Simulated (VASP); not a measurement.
# P (P4/mmm) in VASP: notebook

Runs on P. Level: PBEsol. Tasks: single point.

Everything below comes from runs of VASP 6.6.1. Logs are shortened: lines on timing, memory, paths and dates and some standing lists are left out, and cuts for length are marked.

## Step 1: The cell of the first run

Symmetry: P4/mmm, No. 123, tetragonal system. Conventional cell: a = 4.166 Å, b = 4.166 Å, c = 4.378 Å, α = 90.00°, β = 90.00°, γ = 90.00°. Around P (site symmetry 4/mmm) lie 6 P at 4.17 to 4.38 Å.

This isn't the form of P at room conditions, which is orthorhombic.

## Step 2: Single point, PBEsol (strain -0.025 along x and y, +0.000 along z, atoms carried along)

Contents of INCAR:

```
SYSTEM = P
  ALGO = Fast
  EDIFF = 1E-6
  ENCUT = 520
  GGA = PS
  ISIF = 2
  ISMEAR = 0
  LASPH = .True.
  LCHARG = .True.
  LELF = .True.
  LREAL = .False.
  LVHAR = .True.
  LWAVE = .False.
  NBANDS = 8
  NELM = 100
  PREC = Accurate
  SIGMA = 0.15
```

Contents of KPOINTS:

```
k-points
0
Gamma
  12 12 12
  0 0 0
```

Contents of POSCAR:

```
P
1.0
    4.1660822360      0.0000000000      0.0000000000
    0.0000000000      4.1660822360      0.0000000000
    0.0000000000      0.0000000000      4.3780000000
P
1
Direct
    0.0000000000      0.0000000000      0.0000000000
```

Potentials or basis: VASP PAW PBE potentials, release 64 (P).

Started as:

```console
> cat potpaw_PBE.64/P/POTCAR > POTCAR
> mpirun -np 1 vasp_std > vasp.out
```

OUTCAR:

```text
SYSTEM = P
   EDIFF = 1E-6
   ENCUT = 520
   GGA = PS
   ISIF = 2
   ISMEAR = 0
   LASPH = .True.
   LREAL = .False.
   NELM = 100
   PREC = Accurate

 ion  position               nearest neighbor table
   1  0.000  0.000  0.000-

  LATTYP: Found a simple tetragonal cell.
 ALAT       =     4.1660822360
 C/A-ratio  =     1.0508673982

  Lattice vectors:

 A1 = (   4.1660822360,   0.0000000000,   0.0000000000)
 A2 = (   0.0000000000,   4.1660822360,   0.0000000000)
 A3 = (   0.0000000000,   0.0000000000,   4.3780000000)

Analysis of symmetry for initial positions (statically):
=====================================================================
 Subroutine PRICEL returns:
 Original cell was already a primitive cell.

 Routine SETGRP: Setting up the symmetry group for a
 simple tetragonal supercell.

 Subroutine GETGRP returns: Found 16 space group operations
 (whereof 16 operations were pure point group operations)
 out of a pool of 16 trial point group operations.

The static configuration has the point symmetry D_4h.

Analysis of symmetry for dynamics (positions and initial velocities):
=====================================================================
 Subroutine PRICEL returns:
 Original cell was already a primitive cell.

 Routine SETGRP: Setting up the symmetry group for a
 simple tetragonal supercell.

 Subroutine GETGRP returns: Found 16 space group operations
 (whereof 16 operations were pure point group operations)
 out of a pool of 16 trial point group operations.

The dynamic configuration has the point symmetry D_4h.

 Subroutine INISYM returns: Found 16 space group operations
 (whereof 16 operations are pure point group operations),
 and found     1 'primitive' translations

----------------------------------------------------------------------------------------

                                     Primitive cell

  volume of cell :      75.9856

  direct lattice vectors                    reciprocal lattice vectors
     4.166082236  0.000000000  0.000000000     0.240033668  0.000000000  0.000000000
     0.000000000  4.166082236  0.000000000     0.000000000  0.240033668  0.000000000
     0.000000000  0.000000000  4.378000000     0.000000000  0.000000000  0.228414801

  length of vectors
     4.166082236  4.166082236  4.378000000     0.240033668  0.240033668  0.228414801

  position of ions in fractional coordinates (direct lattice)
     0.000000000  0.000000000  0.000000000

  ion indices of the primitive-cell ions
   primitive index   ion index
                 1           1

----------------------------------------------------------------------------------------

 KPOINTS: k-points

Automatic generation of k-mesh.
 Grid dimensions read from file:
 generate k-points for:   12   12   12

 Generating k-lattice:

  Cartesian coordinates                     Fractional coordinates (reciprocal lattice)
     0.020002806  0.000000000  0.000000000     0.083333333  0.000000000  0.000000000
     0.000000000  0.020002806  0.000000000     0.000000000  0.083333333  0.000000000
     0.000000000  0.000000000  0.019034567     0.000000000  0.000000000  0.083333333

  Length of vectors
     0.020002806  0.020002806  0.019034567

  Shift w.r.t. Gamma in fractional coordinates (k-lattice)
     0.000000000  0.000000000  0.000000000

 Subroutine IBZKPT returns following result:
 ===========================================

 Found    196 irreducible k-points:

 Following reciprocal coordinates:
            Coordinates               Weight
  0.000000  0.000000  0.000000      1.000000
  0.083333  0.000000  0.000000      4.000000
  0.166667  0.000000  0.000000      4.000000
  0.250000  0.000000  0.000000      4.000000
  0.333333  0.000000  0.000000      4.000000
  0.416667  0.000000  0.000000      4.000000
[... 16 lines left out ...]
  0.333333  0.333333  0.000000      4.000000
  0.416667  0.333333  0.000000      8.000000
 [... further k-points ...]
   k-points           NKPTS =    196   k-points in BZ     NKDIM =    196   number of bands    NBANDS=      8
   number of dos      NEDOS =    301   number of ions     NIONS =      1
   total plane-waves  NPLWV =  36864
   dimension x,y,z NGX =    32 NGY =   32 NGZ =   36
   dimension x,y,z NGXF=    64 NGYF=   64 NGZF=   72
   ions per type =               1
   NGX,Y,Z   is equivalent  to a cutoff of  12.77, 12.77, 13.67 a.u.
   NGXF,Y,Z  is equivalent  to a cutoff of  25.54, 25.54, 27.34 a.u.
 SYSTEM =  P
   PREC   = accura    normal or accurate (medium, high low for compatibility)
   ISTART =      0    job   : 0-new  1-cont  2-samecut
   ICHARG =      2    charge: 1-file 2-atom 10-const
   ISPIN  =      1    spin polarized calculation?
   LNONCOLLINEAR =      F non collinear calculations
   LSORBIT =      F    spin-orbit coupling
   LASPH  =      T    aspherical Exc in radial PAW
   ENCUT  =  520.0 eV  38.22 Ry    6.18 a.u.   7.75  7.75  8.14*2*pi/ulx,y,z
   NELM   =    100;   NELMIN=  2; NELMDL= -5     # of ELM steps
   EDIFF  = 0.1E-05   stopping-criterion for ELM
   LREAL  =      F    real-space projection
   EDIFFG = 0.1E-04   stopping-criterion for IOM
   NSW    =      0    number of steps for IOM
   IBRION =     -1    ionic relax: 0-MD 1-quasi-New 2-CG
   NFREE  =      0    steps in history (QN), initial steepest desc. (CG)
   ISIF   =      2    stress and relaxation
   ISYM   =      2    0-nonsym 1-usesym 2-fastsym
   POTIM  = 0.5000    time-step for ionic-motion
   TEBEG  =    0.0;   TEEND  =   0.0 temperature during run
   PSTRESS=    0.0 pullay stress
   NELECT =       5.0000    total number of electrons
   NUPDOWN=      -1.0000    fix difference up-down
   EMIN   =  10.00;   EMAX   =-10.00  energy-range for DOS
   EFERMI =   0.00;   METHOD = LEGACY
   ISMEAR =     0;   SIGMA  =   0.15  broadening in eV -4-tet -1-fermi 0-gaus
   EFERMI_NEDOS =   21; number of points for ismear=-14 and -15
   IALGO  =     68    algorithm
   IMIX   =      4    mixing-type and parameters
     AMIX     =   0.40;   BMIX     =  1.00
     AMIX_MAG =   1.60;   BMIX_MAG =  1.00
  volume/ion in A,a.u.               =      75.99       512.78
  Fermi-wavevector in a.u.,A,eV,Ry     =   0.660928  1.248973  5.943382  0.436826
  Thomas-Fermi vector in A             =   1.733529
   LORBIT       =      0    0 simple, 1 ext, 2 COOP (PROOUT), +10 PAW based schemes
   GGA     = PS    functional components
   LHFCALC =     F    Hartree Fock is set to
   AEXX    =    0.0000 exact exchange contribution
   IVDW    =     0    specifies the selected vdW correction
   LEPSILON=     F    determine dielectric tensor
   LRPA    =     F    only Hartree local field effects (RPA)
 non-spin polarized calculation
 RMM-DIIS sequential band-by-band and
 Gauss-broadening in eV      SIGMA  =   0.15
  energy-cutoff  :      520.00
  volume of cell :       75.99
 maximum number of plane-waves:      2068
 NGX is ok and might be reduce to    32
   NGX = 15   NGY = 15   NGZ = 17

 number of electron       5.0000002 magnetization

 Free energy of the ion-electron system (eV)
  ---------------------------------------------------
  ext. energy  EPLUGINS =         0.00000000
  ---------------------------------------------------
  free energy    TOTEN  =        -1.29438953 eV

  energy without entropy =       -1.25898913  energy(sigma->0) =       -1.27668933

 E-fermi :  -2.9463     XC(G=0):  -5.2098

 val. band max:       -2.9495416105   @ k =   0.2500   0.2500   0.1667
 cond. band min:      -2.9459041017   @ k =   0.5000   0.4167   0.3333
 fundamental gap:      0.0036375088
 Fermi energy:        -2.9463409138

 k-point     1 :       0.0000    0.0000    0.0000
  band No.  band energies     occupation
      1     -11.7167      2.00000
      2      -2.5313      0.00009
      3      -2.2946      0.00000
      4      -2.2946      0.00000
      5       1.7357      0.00000
      6       4.4760      0.00000
      7       4.6438      0.00000
      8       9.2465      0.00000

 k-point     2 :       0.0833    0.0000    0.0000
  band No.  band energies     occupation
      1     -11.7033      2.00000
      2      -2.5195      0.00006
      3      -2.4370      0.00000
      4      -2.2838      0.00000
      5       1.8611      0.00000
      6       4.5369      0.00000
      7       4.7607      0.00000
      8       8.6954      0.00000

 k-point     3 :       0.1667    0.0000    0.0000
  band No.  band energies     occupation
      1     -11.6663      2.00000
      2      -2.7848      0.12765
      3      -2.4869      0.00001
      4      -2.2539      0.00000
      5       2.1718      0.00000
      6       4.6699      0.00000
      7       5.0909      0.00000
      8       7.9786      0.00000

 k-point     4 :       0.2500    0.0000    0.0000
  band No.  band energies     occupation
      1     -11.6143      2.00000
      2      -3.1931      1.98000
      3      -2.4413      0.00000
      4      -2.2121      0.00000
      5       2.5703      0.00000
      6       4.8523      0.00000
      7       5.3993      0.00000
      8       7.3535      0.00000

 k-point     5 :       0.3333    0.0000    0.0000
  band No.  band energies     occupation
      1     -11.5605      2.00000
      2      -3.5512      2.00000
      3      -2.3943      0.00000
      4      -2.1692      0.00000
      5       3.0084      0.00000
      6       5.0593      0.00000
      7       5.3526      0.00000
      8       6.8740      0.00000

 k-point     6 :       0.4167    0.0000    0.0000
  band No.  band energies     occupation
      1     -11.5200      2.00000
      2      -3.7910      2.00000
      3      -2.3591      0.00000
      4      -2.1371      0.00000
      5       3.4422      0.00000
      6       5.0047      0.00000
      7       5.2387      0.00000
      8       6.5730      0.00000

 k-point     7 :       0.5000    0.0000    0.0000
  band No.  band energies     occupation
      1     -11.5048      2.00000
      2      -3.8751      2.00000
      3      -2.3460      0.00000
      4      -2.1252      0.00000
      5       3.6816      0.00000
      6       4.7684      0.00000
      7       5.3107      0.00000
      8       6.4703      0.00000
[... 133 lines left out ...]
 k-point    20 :       0.3333    0.2500    0.0000
  band No.  band energies     occupation
      1     -11.4638      2.00000
      2      -3.4058      1.99999
      3      -2.9760      1.22025
      4      -2.3120      0.00000
      5       3.5201      0.00000
      6       4.6964      0.00000
      7       6.3083      0.00000
      8       6.8816      0.00000

 k-point    21 :       0.4167    0.2500    0.0000
  band No.  band energies     occupation
      1     -11.4248      2.00000
      2      -3.6324      2.00000
      3      -2.9260      0.84811
      4      -2.2788      0.00000
      5       3.6987      0.00000
      6       4.5341      0.00000
      7       6.3869      0.00000
      8       6.8741      0.00000

 k-point    22 :       0.5000    0.2500    0.0000
  band No.  band energies     occupation
      1     -11.4103      2.00000
      2      -3.7126      2.00000
      3      -2.9065      0.70750
      4      -2.2665      0.00000
      5       3.7504      0.00000
      6       4.4938      0.00000
      7       6.4427      0.00000
      8       6.7545      0.00000

 k-point    23 :       0.3333    0.3333    0.0000
  band No.  band energies     occupation
      1     -11.4132      2.00000
      2      -3.3611      1.99991
      3      -3.2747      1.99804
      4      -2.2692      0.00000
      5       3.5064      0.00000
      6       4.6394      0.00000
      7       6.7085      0.00000
      8       7.0076      0.00000

 k-point    24 :       0.4167    0.3333    0.0000
  band No.  band energies     occupation
      1     -11.3750      2.00000
      2      -3.5465      2.00000
      3      -3.2534      1.99621
      4      -2.2372      0.00000
      5       3.3683      0.00000
      6       4.7727      0.00000
      7       6.8332      0.00000
      8       7.0020      0.00000

 [... further k-points ...]

------------------------ aborting loop because EDIFF is reached ----------------------------------------

  FORCE on cell =-STRESS in cart. coord.  units (eV):
  Direction    XX          YY          ZZ          XY          YZ          ZX
  --------------------------------------------------------------------------------------
  -------------------------------------------------------------------------------------
  Total       -2.1935849     -2.1935849     -1.7591255      0.0000000     -0.0000000      0.0000000
  in kB      -46.2523276    -46.2523276    -37.0916349      0.0000000     -0.0000000      0.0000000
  external PRESSURE =     -43.1987634 kB  Pullay stress =       0.0000000 kB

 VOLUME and BASIS-vectors are now :
 -----------------------------------------------------------------------------
  energy-cutoff  :      520.00
  volume of cell :       75.99
      direct lattice vectors                 reciprocal lattice vectors
     4.166082236  0.000000000  0.000000000     0.240033668  0.000000000  0.000000000
     0.000000000  4.166082236  0.000000000     0.000000000  0.240033668  0.000000000
     0.000000000  0.000000000  4.378000000     0.000000000  0.000000000  0.228414801

 POSITION                                       TOTAL-FORCE (eV/Angst)
 -----------------------------------------------------------------------------------
      0.00000      0.00000      0.00000         0.000000      0.000000      0.000000
 -----------------------------------------------------------------------------------
    total drift:                                0.000000      0.000000      0.000000

  FREE ENERGIE OF THE ION-ELECTRON SYSTEM (eV)
  ---------------------------------------------------
  free  energy   TOTEN  =        -1.2943895342 eV

  energy  without entropy=       -1.2589891338  energy(sigma->0) =       -1.27668933
```

Run time: 28 s. Hardware: 1 thread of Intel Xeon 6975P-C (Granite Rapids), shared host; peak memory 0.24 GiB.

What came out:

```yaml
Free_energy: -1.2944 eV
Pressure: -4.3 GPa
Band_gap_on_the_k_mesh: none (metal or under the smearing width)
```

Stress tensor (GPa, compression positive):
```
-4.63  0.00  0.00
 0.00 -4.63  0.00
 0.00  0.00 -3.71
```

Levels at points of the mesh, in eV from the Fermi level:
| k point | band 1 | band 2 | band 3 | band 4 | band 5 |
| --- | --- | --- | --- | --- | --- |
| (0.00, 0.00, 0.00) | -8.77 | 0.42 | 0.65 | 0.65 | 4.68 |
| (0.50, 0.00, 0.00) | -8.56 | -0.93 | 0.60 | 0.82 | 6.63 |
| (0.50, 0.50, 0.00) | -8.36 | -0.58 | -0.58 | 0.76 | 5.83 |
| (0.00, 0.00, 0.50) | -8.63 | -0.83 | 0.77 | 0.77 | 6.57 |
| (0.50, 0.00, 0.50) | -8.43 | -0.67 | -0.48 | 0.92 | 5.80 |
| (0.50, 0.50, 0.50) | -8.24 | -0.38 | -0.38 | -0.19 | 6.80 |

Caveat: the PAW data sets were made with another functional, which shifts forces and pressure a little.

[end of part 1 of 2]
